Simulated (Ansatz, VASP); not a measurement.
# Ta2N in VASP and in Ansatz

```
CELL_PARAMETERS angstrom
3.25568 0.00000 0.00000
-1.62784 2.81950 0.00000
0.00000 0.00000 4.80108
ATOMIC_POSITIONS crystal
Ta 0.66667 0.33333 0.78301
Ta 0.33333 0.66667 0.21699
N 0.00000 0.00000 0.00000
```

Alike in both runs: task single point; functional PBE; k mesh 15 × 15 × 10; occupations gaussian, width 0.1 eV; no spin polarisation.

|  | VASP | Ansatz |
| --- | --- | --- |
| version | VASP 6.6.1 | Ansatz 0.2.0 |
| potentials or method | VASP PAW PBE potentials, release 64 (Ta_pv, N) | scalar-relativistic, plane waves, PAW |
| plane-wave cutoff (eV) | 520 | 420 |
| valence electrons in the cell | 27 | 31 |

Ansatz gave:

- gap on the k mesh at the Fermi level (eV): none
- pressure (GPa): -4.2
- largest component of the traceless stress (GPa): 2.69
- rms of the force components (eV/Å): 1.515

**Question.** Which values does VASP return?

**Answer.** gap on the k mesh at the Fermi level (eV): none; pressure (GPa): -3.7; largest component of the traceless stress (GPa): 2.59; rms of the force components (eV/Å): 1.536.

Atom by atom the forces differ by 0.021 eV/Å (rms over components). A gap of «none» marks a metal or a gap that the smearing closes. With one functional, cell and mesh, what is left measures potentials, basis and numerics. The two sets of potentials don't hold the same shells in valence.

Caveats: forces of over 1 eV/Å show positions far from the minimum, so gaps and moduli don't describe the material at rest. The runs have no spin-orbit coupling, so splittings on Ta are missing.
